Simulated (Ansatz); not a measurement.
# Nickel, diamond under PBE: structure, energy and stiffness

The plan for nickel in the diamond structure: relax it, solve it on a dense k-mesh, switch on spin-orbit coupling, then scale the cell to 7 volumes from 88 to 112 % of the relaxed one and try a fit of the equation of state. The start is ferromagnetic. The k-meshes are 11×11×11 for the relaxation; 17×17×17 for the dense run; 11×11×11 for spin-orbit coupling; 17×17×17 for the volumes.

This is Ni in the diamond structure; at room conditions it is fcc.

Computed with Ansatz 0.2.0 (DFT PBE, plane waves (420 eV) with PAW, scalar-relativistic, unless a step says otherwise).

## Step 1: The system as given

Symmetry: Fd-3m, No. 227, cubic system. Conventional cell: a = 4.907 Å, b = 4.907 Å, c = 4.907 Å, α = 90.00°, β = 90.00°, γ = 90.00°. Ni (site symmetry -43m) is surrounded by 4 Ni at 2.12 Å.

Coordinates:

```
CELL_PARAMETERS angstrom
0.00000 2.45346 2.45346
2.45346 0.00000 2.45346
2.45346 2.45346 0.00000
ATOMIC_POSITIONS crystal
Ni 0.12500 0.12500 0.12500
Ni 0.87500 0.87500 0.87500
```

The atoms start with moments of +0.8 ×2 μB.

## Step 2: Geometry optimisation

The input, input.yaml:

```yaml
crystal:
  lattice:
    - [0.0, 2.4534603088, 2.4534603088]
    - [2.4534603088, 0.0, 2.4534603088]
    - [2.4534603088, 2.4534603088, 0.0]
  atoms:
    - { symbol: Ni, position: [0.125, 0.125, 0.125], spin: 0.8 }
    - { symbol: Ni, position: [0.875, 0.875, 0.875], spin: 0.8 }
hamiltonian:
  xc: pbe
  pseudopotentials:
    kind: paw
    azcp:
      Ni: "pseudopotentials/Ni.paw.azcp"
basis:
  ecutwfc: 420
  fft_grid_basis: typed
kpoints:
  mp_grid: { grid: [11, 11, 11], shift: [0, 0, 0] }
magnetization:
  spin_polarized: true
scf:
  occupations: { method: fermi_dirac, width: 0.05 }
relax:
  max_steps: 60
  f_tol: 0.01
  cell: {}
```

After this run come: The energy on a finer k-mesh; Spin-orbit coupling switched on; Volume × 0.88; Volume × 0.92; Volume × 0.96; Volume × 1.0; Volume × 1.04; Volume × 1.08; Volume × 1.12.

What does the calculation give? Wanted: space group; conventional cell; volume; shortest distance; gap on the mesh; magnetic state; relative to fcc, ferromagnetic; magnetic state with spin-orbit coupling; V₀, B₀, B₀′.

As calculated:

| quantity | value |
| --- | --- |
| space group (spins left aside) | Fd-3m (No. 227) |
| conventional cell | a = 5.100 Å |
| volume | 16.584 Å³/atom |
| shortest distance | 2.208 Å |
| gap on the mesh | none (levels filled in part) |
| magnetic state | ferromagnetic, up to 0.84 μB per atom |
| relative to fcc, ferromagnetic | +1203 meV/atom |
| magnetic state with spin-orbit coupling | ferromagnetic, up to 0.84 μB per atom |
| V₀, B₀, B₀′ | 16.562 Å³/atom, 92 GPa, 4.9 |

**Reading.** From the guessed start the volume grew by 12.3 % in 8 steps. It lies 1203 meV/atom above the element's reference form at the same level (fcc, ferromagnetic, from a run of its own), so it is far from stable. It ends ferromagnetic, with up to 0.84 μB per atom. No gap shows: it is a metal or semimetal at this level. The spin-orbit run (on a coarser mesh) has the same spin moments. The total energy of the spin-orbit run lies -0.31 eV/atom from the scalar one, but the two kinds of run don't share a zero of energy: only differences within one kind count. The fitted modulus is 92 GPa. Relaxation kept the symmetry; phonons were not checked.
